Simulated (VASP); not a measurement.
# Ta (Im-3m) in VASP: notebook, part 2 of 2

VASP 6.6.1.

**5. Relaxation of cell and atoms, PBEsol, target pressure 20.8 GPa, at which the enthalpy is minimised**

File INCAR:

```
SYSTEM = Ta
ALGO = Normal
EDIFF = 1E-6
EDIFFG = -0.005
ENCUT = 600
GGA = PS
IBRION = 2
ISIF = 3
ISMEAR = -1
LASPH = .TRUE.
LCHARG = .FALSE.
LREAL = .FALSE.
LWAVE = .FALSE.
NELM = 100
NSW = 60
PREC = Accurate
PSTRESS = 208.0
SIGMA = 0.05
```

File KPOINTS:

```
k-points
0
G
  23 23 23
  0 0 0
```

File POSCAR:

```
Ta
1.0
   -1.6515000000      1.6515000000      1.6515000000
    1.6515000000     -1.6515000000      1.6515000000
    1.6515000000      1.6515000000     -1.6515000000
Ta
1
Direct
    0.0000000000      0.0000000000      0.0000000000
```

Potentials or basis: VASP PAW PBE potentials, release 64 (Ta_pv).

Command:

```
$ cat potpaw_PBE.64/Ta_pv/POTCAR > POTCAR
$ mpirun -np 1 vasp_std > vasp.out
```

OUTCAR:

```text
SYSTEM = Ta
   EDIFF = 1E-6
   EDIFFG = -0.005
   ENCUT = 600
   GGA = PS
   IBRION = 2
   ISIF = 3
   ISMEAR = -1
   LASPH = .TRUE.
   LREAL = .FALSE.
   NELM = 100
   NSW = 60
   PREC = Accurate
   PSTRESS = 208.0

 ion  position               nearest neighbor table
   1  0.000  0.000  0.000-

  LATTYP: Found a body centered cubic cell.
 ALAT       =     3.3030000000

  Lattice vectors:

 A1 = (  -1.6515000000,   1.6515000000,   1.6515000000)
 A2 = (   1.6515000000,  -1.6515000000,   1.6515000000)
 A3 = (   1.6515000000,   1.6515000000,  -1.6515000000)

Analysis of symmetry for initial positions (statically):
=====================================================================
 Subroutine PRICEL returns:
 Original cell was already a primitive cell.

 Routine SETGRP: Setting up the symmetry group for a
 body centered cubic supercell.

 Subroutine GETGRP returns: Found 48 space group operations
 (whereof 48 operations were pure point group operations)
 out of a pool of 48 trial point group operations.

The static configuration has the point symmetry O_h .

Analysis of symmetry for dynamics (positions and initial velocities):
=====================================================================
 Subroutine PRICEL returns:
 Original cell was already a primitive cell.

 Routine SETGRP: Setting up the symmetry group for a
 body centered cubic supercell.

 Subroutine GETGRP returns: Found 48 space group operations
 (whereof 48 operations were pure point group operations)
 out of a pool of 48 trial point group operations.

The dynamic configuration has the point symmetry O_h .

 Subroutine INISYM returns: Found 48 space group operations
 (whereof 48 operations are pure point group operations),
 and found     1 'primitive' translations

----------------------------------------------------------------------------------------

[... 124 lines left out ...]
  volume of cell :       18.02
 maximum number of plane-waves:       617
   NGX = 11   NGY = 11   NGZ = 11

--------------------------------------- Ionic step        1  -------------------------------------------

 number of electron      11.0000002 magnetization

 Free energy of the ion-electron system (eV)
  ---------------------------------------------------
  ext. energy  EPLUGINS =         0.00000000
  ---------------------------------------------------
  free energy    TOTEN  =       -12.55310791 eV

  energy without entropy =      -12.54277135  energy(sigma->0) =      -12.54793963

------------------------ aborting loop because EDIFF is reached ----------------------------------------

  FORCE on cell =-STRESS in cart. coord.  units (eV):
  Direction    XX          YY          ZZ          XY          YZ          ZX
  --------------------------------------------------------------------------------------
  -------------------------------------------------------------------------------------
  Total       -0.4154455     -0.4154455     -0.4154455      0.0000000      0.0000000      0.0000000
  in kB      -36.9427272    -36.9427272    -36.9427272      0.0000000      0.0000000      0.0000000
  external PRESSURE =    -244.9427272 kB  Pullay stress =     208.0000000 kB
[... 135 lines left out ...]
--------------------------------------- Ionic step        5  -------------------------------------------

 number of electron      11.0000001 magnetization

 Free energy of the ion-electron system (eV)
  ---------------------------------------------------
  ext. energy  EPLUGINS =         0.00000000
  ---------------------------------------------------
  free energy    TOTEN  =       -12.46860047 eV

  energy without entropy =      -12.45796071  energy(sigma->0) =      -12.46328059

 E-fermi :   6.1734     XC(G=0): -13.2645

 val. band max:        6.1701812263   @ k =  -0.1304   0.2174   0.0435
 cond. band min:       6.1769115693   @ k =   0.3043   0.1304   0.0435
 fundamental gap:      0.0067303430
 Fermi energy:         6.1734342553

 k-point     1 :       0.0000    0.0000    0.0000
  band No.  band energies     occupation
      1     -26.4244      2.00000
      2     -26.4244      2.00000
      3     -26.4244      2.00000
      4      -2.1299      2.00000
      5       6.8873      0.00000
      6       6.8873      0.00000
      7       6.8873      0.00000
      8      10.5375      0.00000
      9      10.5375      0.00000
[... 265 lines left out ...]
 k-point    24 :       0.0870    0.0870    0.0000
  band No.  band energies     occupation
      1     -26.7973      2.00000
      2     -26.5084      2.00000
      3     -26.4571      2.00000
      4      -1.0358      2.00000
      5       6.3069      0.12959
      6       6.4242      0.01319
      7       8.0720      0.00000
      8       9.6515      0.00000
      9      10.6833      0.00000

 [... further k-points ...]

------------------------ aborting loop because EDIFF is reached ----------------------------------------

  FORCE on cell =-STRESS in cart. coord.  units (eV):
  Direction    XX          YY          ZZ          XY          YZ          ZX
  --------------------------------------------------------------------------------------
  -------------------------------------------------------------------------------------
  Total        2.1087384      2.1087384      2.1087384      0.0000000     -0.0000000      0.0000000
  in kB      207.9232586    207.9232586    207.9232586      0.0000000     -0.0000000      0.0000000
  external PRESSURE =      -0.0767414 kB  Pullay stress =     208.0000000 kB
[... 20 lines left out ...]
  energy  without entropy=      -12.4579607088  energy(sigma->0) =      -12.46328059

  enthalpy is  TOTEN    =       -10.3590838011 eV   P V=        2.1095166691

 reached required accuracy - stopping structural energy minimisation
```

OSZICAR:

```text
N       E                     dE             d eps       ncg     rms          rms(c)
DAV:   1     0.507325781270E+02    0.50733E+02   -0.71055E+03  6552   0.130E+03
DAV:   2    -0.122987991177E+02   -0.63031E+02   -0.62179E+02  8273   0.262E+02
DAV:   3    -0.130616097547E+02   -0.76281E+00   -0.73540E+00  7569   0.284E+01
[... 36 lines left out ...]
DAV:   1    -0.124694470635E+02    0.68940E-02   -0.29104E-02  6661   0.255E+00    0.294E-01
DAV:   2    -0.124687572264E+02    0.68984E-03   -0.89765E-04  6690   0.399E-01    0.102E-01
DAV:   3    -0.124685960994E+02    0.16113E-03   -0.50234E-04  6758   0.287E-01    0.357E-02
DAV:   4    -0.124686004346E+02   -0.43352E-05   -0.68862E-06  7882   0.302E-02    0.346E-03
DAV:   5    -0.124686004702E+02   -0.35617E-07   -0.47148E-07  3472   0.867E-03
   5 F= -.10359084E+02 E0= -.10353764E+02  d E =-.145074E+00
```

CONTCAR:

```text
Ta
   1.00000000000000
    -1.5955977155821390    1.5955977155821390    1.5955977155821390
     1.5955977155821390   -1.5955977155821390    1.5955977155821390
     1.5955977155821390    1.5955977155821390   -1.5955977155821390
  Ta
     1
Direct
     0.0000000000000000    0.0000000000000000    0.0000000000000000

  0.00000000E+00  0.00000000E+00  0.00000000E+00
```

It took 50 s on 1 thread of Intel Xeon 6975P-C (Granite Rapids), shared host; peak memory 0.22 GiB.

What came out:

```yaml
Free_energy: -12.4686 eV
Relaxed_volume: 16.25 Å³/atom
Relaxed_cell: a = 2.764 Å, b = 2.764 Å, c = 2.764 Å, α = 109.47°, β = 109.47°, γ = 109.47°
Space_group_after_relaxing_to_0.05_Å: Im-3m (No. 229)
Energy_change_on_relaxing_the_enthalpy_is_what_falls: +84.5 meV/atom
Ionic_steps: 5
Pressure_after_relaxing: 20.8 GPa
Band_gap_on_the_k_mesh: none (metal or under the smearing width)
```

Step by step:
```
step  energy change (eV)  largest force (eV/Å)  pressure (GPa)  volume (Å³)
   1              0.0000                0.0000           -3.69        18.02
   2              2.4513                0.0000          182.87        11.75
   3              0.0573                0.0000           16.94        16.48
   4              0.0768                0.0000           19.76        16.31
   5              0.0845                0.0000           20.79        16.25
```

Final structure:
```yaml
crystal:
  lattice:
    - [-1.59560, 1.59560, 1.59560]
    - [1.59560, -1.59560, 1.59560]
    - [1.59560, 1.59560, -1.59560]
  atoms:
    - { symbol: Ta, position: [0.00000, 0.00000, 0.00000] }
```

Caveat: the cell is relaxed towards a set pressure, so the enthalpy falls and the energy may rise; the PAW data sets were made with another functional, which shifts forces and pressure a little.

**6. Overview**

```csv
level,potentials or basis,cell,P gpa,target pressure,gap on the mesh (eV),pressure (GPa)
LDA,"VASP PAW LDA potentials, release 64 (Ta_pv)",relaxed to 79.9 GPa,79.9,79.9 GPa,none,79.9
PBEsol,"VASP PAW PBE potentials, release 64 (Ta_pv)",relaxed,0,-,none,0.0
PBEsol,"VASP PAW PBE potentials, release 64 (Ta_pv)",relaxed to 10.6 GPa,10.6,10.6 GPa,none,10.6
PBEsol,"VASP PAW PBE potentials, release 64 (Ta_pv)",relaxed to 20.8 GPa,20.8,20.8 GPa,none,20.8
```

Alike in all rows: task relaxation of cell and atoms; no spin polarisation; k mesh 23 × 23 × 23; cutoff (eV) 600; smearing fermi-dirac 0.05 eV.

Caveats: the cell is relaxed towards a set pressure, so the enthalpy falls and the energy may rise (some runs); the PAW data sets were made with another functional, which shifts forces and pressure a little (some runs); the volume moved by over 15 % at a fixed basis, so the end points are rough (some runs).

Absolute energies hang on the potentials; compare differences alone.
